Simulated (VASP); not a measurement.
# Be12H2S in VASP: notebook, part 2 of 3

VASP 6.6.1. Earlier steps stand in the parts before.

## Step 3: Single point, PBEsol

INCAR

```
SYSTEM = Be12H2S
ALGO = Normal ; EDIFF = 1E-6
ENCUT = 520 ; GGA = PS
ISIF = 2 ; ISMEAR = 0
LASPH = .TRUE. ; LCHARG = .FALSE.
LREAL = Auto ; LWAVE = .FALSE.
NBANDS = 29 ; NELM = 100
PREC = Accurate ; SIGMA = 0.15
```

KPOINTS

```
k-points
0
G
  4 4 1
  0 0 0
```

POSCAR

```
Be12H2S
1.0
    4.5800000000      0.0000000000      0.0000000000
    2.2900000000      3.9663960000      0.0000000000
    0.0000000000      0.0000000000     15.5884300000
Be S H
12 1 2
Direct
    0.0000000000      0.0000000000      0.0641500780
    0.5000000000      0.0000000000      0.0641500780
    0.0000000000      0.5000000000      0.0641500780
    0.5000000000      0.5000000000      0.0641500780
   -0.1686377596      0.3346667857      0.1771684512
    0.3341290872      0.3345505592      0.1767885541
   -0.1671114933      0.8338998426      0.1763871025
    0.3337186507      0.8324801659      0.1787366014
   -0.0031206191      0.0020499718      0.2900853389
    0.5002142467      0.0029391922      0.2895261421
    0.0008970054      0.5002859019      0.2886321458
    0.4997135009      0.4994171031      0.2930995617
    0.5678773668      0.6504574934      0.4947887632
    0.6878010114      0.8248198112      0.4504185476
    0.3145401562      0.9368406483      0.5300703791
```

Potentials or basis: VASP PAW PBE potentials, release 64 (Be, S, H).

Run with:

```bash
$ cat potpaw_PBE.64/Be/POTCAR potpaw_PBE.64/S/POTCAR potpaw_PBE.64/H/POTCAR > POTCAR
$ mpirun -np 1 vasp_std > vasp.out
```

OUTCAR:

```text
SYSTEM = Be12H2S
   EDIFF = 1E-6
   ENCUT = 520
   GGA = PS
   ISIF = 2
   ISMEAR = 0
   LASPH = .TRUE.
   LREAL = Auto
   NELM = 100
   PREC = Accurate

 ion  position               nearest neighbor table
   1  0.000  0.000  0.064-   7 2.19   5 2.21   8 2.22   3 2.29   3 2.29   4 2.29   4 2.29   2 2.29
                             2 2.29
   2  0.500  0.000  0.064-   7 2.19   6 2.20   8 2.22   4 2.29   3 2.29   4 2.29   3 2.29   1 2.29
                             1 2.29
   3  0.000  0.500  0.064-   7 2.19   6 2.20   5 2.20   1 2.29   1 2.29   2 2.29   2 2.29   4 2.29
                             4 2.29
   4  0.500  0.500  0.064-   6 2.19   5 2.20   8 2.22   2 2.29   1 2.29   2 2.29   1 2.29   3 2.29
                             3 2.29
   5  0.831  0.335  0.177-  11 2.19   4 2.20   9 2.20   3 2.20   1 2.21  12 2.24   6 2.28   8 2.28
                             7 2.29   7 2.29   8 2.30   6 2.30
   6  0.334  0.335  0.177-  11 2.19   4 2.19  10 2.20   3 2.20   2 2.20  12 2.24   5 2.28   8 2.28
                             7 2.29   7 2.29   8 2.30   5 2.30
   7  0.833  0.834  0.176-   2 2.19   1 2.19  11 2.19   3 2.19  10 2.20   9 2.21   6 2.29   8 2.29
                             5 2.29   5 2.29   8 2.29   6 2.29
   8  0.334  0.832  0.179-  10 2.18   9 2.19  12 2.22   4 2.22   1 2.22   2 2.22   5 2.28   6 2.28
                             7 2.29   7 2.29   5 2.30   6 2.30
   9  0.997  0.002  0.290-   8 2.19   5 2.20   7 2.21  10 2.27  12 2.28  11 2.29  11 2.29  12 2.30
                            10 2.31
  10  0.500  0.003  0.290-   8 2.18   6 2.20   7 2.20   9 2.27  12 2.27  11 2.28  11 2.30   9 2.31
                            12 2.31
  11  0.001  0.500  0.289-   5 2.19   6 2.19   7 2.19  10 2.28  12 2.28   9 2.29   9 2.29  10 2.30
                            12 2.30
  12  0.500  0.499  0.293-   8 2.22   5 2.24   6 2.24  10 2.27   9 2.28  11 2.28  11 2.30   9 2.30
                            10 2.31
  13  0.568  0.650  0.495-  15 1.36  14 1.36
  14  0.688  0.825  0.450-  13 1.36
  15  0.315  0.937  0.530-  13 1.36

  LATTYP: Found a hexagonal cell.
 ALAT       =     4.5799996975
 C/A-ratio  =     3.4035875611

  Lattice vectors:

 A1 = (  -2.2900000000,  -3.9663960000,   0.0000000000)
 A2 = (   4.5800000000,   0.0000000000,   0.0000000000)
 A3 = (   0.0000000000,   0.0000000000,  15.5884300000)

Analysis of symmetry for initial positions (statically):
=====================================================================
 Subroutine PRICEL returns:
 Original cell was already a primitive cell.

 Routine SETGRP: Setting up the symmetry group for a
 hexagonal supercell.

 Subroutine GETGRP returns: Found  1 space group operations
 (whereof  1 operations were pure point group operations)
 out of a pool of 24 trial point group operations.

The static configuration has the point symmetry C_1 .

Analysis of symmetry for dynamics (positions and initial velocities):
=====================================================================
 Subroutine PRICEL returns:
 Original cell was already a primitive cell.

 Routine SETGRP: Setting up the symmetry group for a
 hexagonal supercell.

 Subroutine GETGRP returns: Found  1 space group operations
 (whereof  1 operations were pure point group operations)
 out of a pool of 24 trial point group operations.

The dynamic configuration has the point symmetry C_1 .

 Subroutine INISYM returns: Found  1 space group operations
 (whereof  1 operations are pure point group operations),
 and found     1 'primitive' translations

[... 101 lines left out ...]
   LSORBIT =      F    spin-orbit coupling
   LASPH  =      T    aspherical Exc in radial PAW
   ENCUT  =  520.0 eV  38.22 Ry    6.18 a.u.   8.52  8.52 28.98*2*pi/ulx,y,z
   NELM   =    100;   NELMIN=  2; NELMDL= -5     # of ELM steps
   EDIFF  = 0.1E-05   stopping-criterion for ELM
   LREAL  =      T    real-space projection
   EDIFFG = 0.1E-04   stopping-criterion for IOM
   NSW    =      0    number of steps for IOM
   IBRION =     -1    ionic relax: 0-MD 1-quasi-New 2-CG
   NFREE  =      0    steps in history (QN), initial steepest desc. (CG)
   ISIF   =      2    stress and relaxation
   ISYM   =      2    0-nonsym 1-usesym 2-fastsym
   POTIM  = 0.5000    time-step for ionic-motion
   TEBEG  =    0.0;   TEEND  =   0.0 temperature during run
   PSTRESS=    0.0 pullay stress
   NELECT =      32.0000    total number of electrons
   NUPDOWN=      -1.0000    fix difference up-down
   EMIN   =  10.00;   EMAX   =-10.00  energy-range for DOS
   EFERMI =   0.00;   METHOD = LEGACY
   ISMEAR =     0;   SIGMA  =   0.15  broadening in eV -4-tet -1-fermi 0-gaus
   EFERMI_NEDOS =   21; number of points for ismear=-14 and -15
   IALGO  =     38    algorithm
   IMIX   =      4    mixing-type and parameters
     AMIX     =   0.40;   BMIX     =  1.00
     AMIX_MAG =   1.60;   BMIX_MAG =  1.00
  volume/ion in A,a.u.               =      18.88       127.40
  Fermi-wavevector in a.u.,A,eV,Ry     =   0.791474  1.495670  8.523120  0.626432
  Thomas-Fermi vector in A             =   1.897022
   LORBIT       =      0    0 simple, 1 ext, 2 COOP (PROOUT), +10 PAW based schemes
   GGA     = PS    functional components
   LHFCALC =     F    Hartree Fock is set to
   AEXX    =    0.0000 exact exchange contribution
   IVDW    =     0    specifies the selected vdW correction
   LEPSILON=     F    determine dielectric tensor
   LRPA    =     F    only Hartree local field effects (RPA)
 non-spin polarized calculation
 Gauss-broadening in eV      SIGMA  =   0.15
  energy-cutoff  :      520.00
  volume of cell :      283.18
 maximum number of plane-waves:      7731
 NGX is ok and might be reduce to    36
   NGX = 17   NGY = 17   NGZ = 57

 number of electron      32.0000000 magnetization

 Free energy of the ion-electron system (eV)
  ---------------------------------------------------
  ext. energy  EPLUGINS =         0.00000000
  ---------------------------------------------------
  free energy    TOTEN  =       -54.84134337 eV

  energy without entropy =      -54.80414034  energy(sigma->0) =      -54.82274185

 E-fermi :  -0.2233     XC(G=0):  -6.0141

 val. band max:       -0.2932248593   @ k =   0.5000   0.2500   0.0000
 cond. band min:      -0.0840105827   @ k =  -0.2500   0.2500   0.0000
 fundamental gap:      0.2092142765
 Fermi energy:        -0.2233361418

 k-point     1 :       0.0000    0.0000    0.0000
  band No.  band energies     occupation
      1     -14.4026      2.00000
      2      -9.6743      2.00000
      3      -7.4685      2.00000
      4      -6.6422      2.00000
      5      -4.6445      2.00000
      6      -3.7375      2.00000
[... 299 lines left out ...]
     27       5.5335      0.00000
     28       6.0173      0.00000
 [bands above 28 left out]

------------------------ aborting loop because EDIFF is reached ----------------------------------------

  FORCE on cell =-STRESS in cart. coord.  units (eV):
  Direction    XX          YY          ZZ          XY          YZ          ZX
  --------------------------------------------------------------------------------------
  -------------------------------------------------------------------------------------
  Total       -6.2267599     -6.3687643      0.1484022     -0.0037359     -0.1497247      0.0320495
  in kB      -35.2296861    -36.0331168      0.8396283     -0.0211370     -0.8471105      0.1813291
  external PRESSURE =     -23.4743915 kB  Pullay stress =       0.0000000 kB

 VOLUME and BASIS-vectors are now :
 -----------------------------------------------------------------------------
  energy-cutoff  :      520.00
  volume of cell :      283.18
      direct lattice vectors                 reciprocal lattice vectors
     4.580000000  0.000000000  0.000000000     0.218340611 -0.126059022  0.000000000
     2.290000000  3.966396000  0.000000000     0.000000000  0.252118044  0.000000000
     0.000000000  0.000000000 15.588430000     0.000000000  0.000000000  0.064150142

 POSITION                                       TOTAL-FORCE (eV/Angst)
 -----------------------------------------------------------------------------------
      0.00000      0.00000      1.00000         0.094188     -0.038914     -0.029238
      2.29000      0.00000      1.00000        -0.093439     -0.069550     -0.017100
      1.14500      1.98320      1.00000        -0.029251      0.012880     -0.071209
      3.43500      1.98320      1.00000         0.027724      0.118552      0.059696
      4.57403      1.32742      2.76178        -0.000151      0.000747      0.004865
      2.29643      1.32696      2.75586         0.000038     -0.000453     -0.003202
      5.72426      3.30758      2.74960        -0.000571      0.000175      0.001130
      3.43481      3.30195      2.78622         0.000803     -0.000394     -0.004623
      4.57040      0.00813      4.52197         0.002047     -0.002737      0.011577
      2.29771      0.01166      4.51326        -0.002102     -0.000458      0.017671
      1.14976      1.98433      4.49932         0.003053      0.000683      0.015331
      3.43235      1.98089      4.56896        -0.000873      0.001977      0.013723
      4.09043      2.57997      7.71298         0.016892      0.067259     -0.003941
      5.03897      3.27156      7.02132        -0.035566     -0.036721      0.026576
      3.58596      3.71588      8.26296         0.017208     -0.053046     -0.021255
 -----------------------------------------------------------------------------------
    total drift:                               -0.000718     -0.002884     -0.000368

  FREE ENERGIE OF THE ION-ELECTRON SYSTEM (eV)
  ---------------------------------------------------
  free  energy   TOTEN  =       -54.8413433656 eV

  energy  without entropy=      -54.8041403388  energy(sigma->0) =      -54.82274185
```

It took 2.3 min on 1 thread of AMD EPYC 9R45 (Zen 5), shared host; peak memory 0.35 GiB.

What came out:

```
Free energy            : -54.8413 eV
Largest force          : 0.136 eV/Å
Band gap on the k mesh : none (metal or under the smearing width)
```

Forces in eV/Å, atoms in the order of the input:
```
Be   0.094 -0.039 -0.029
Be  -0.093 -0.070 -0.017
Be  -0.029  0.013 -0.071
Be   0.028  0.119  0.060
Be   0.000  0.001  0.005
Be   0.000  0.000 -0.003
Be  -0.001  0.000  0.001
Be   0.001  0.000 -0.005
Be   0.002 -0.003  0.012
Be  -0.002  0.000  0.018
Be   0.003  0.001  0.015
Be  -0.001  0.002  0.014
S    0.017  0.067 -0.004
H   -0.036 -0.037  0.027
H    0.017 -0.053 -0.021
```

Levels at points of the mesh, in eV from the Fermi level:
| k point | band 12 | band 13 | band 14 | band 15 | band 16 | band 17 | band 18 | band 19 | band 20 | band 21 |
| --- | --- | --- | --- | --- | --- | --- | --- | --- | --- | --- |
| (0.00, 0.00, 0.00) | -1.75 | -1.74 | -1.68 | -1.67 | -1.64 | -1.17 | 2.86 | 3.04 | 3.06 | 3.07 |
| (0.50, 0.00, 0.00) | -2.01 | -1.76 | -1.38 | 0.51 | 0.64 | 0.76 | 0.86 | 3.46 | 3.47 | 3.69 |
| (0.50, 0.50, 0.00) | -2.00 | -1.73 | -1.39 | 0.52 | 0.64 | 0.75 | 0.85 | 3.02 | 3.46 | 3.51 |
| (0.00, 0.50, 0.00) | -1.99 | -1.75 | -1.36 | 0.50 | 0.65 | 0.74 | 0.87 | 3.47 | 3.49 | 3.68 |

Caveat: the k mesh is coarse (spacing up to 0.40 Å⁻¹), so the values aren't converged; the PAW data sets were made with another functional, which shifts forces and pressure a little.

(Part 2 of 3 ends here.)
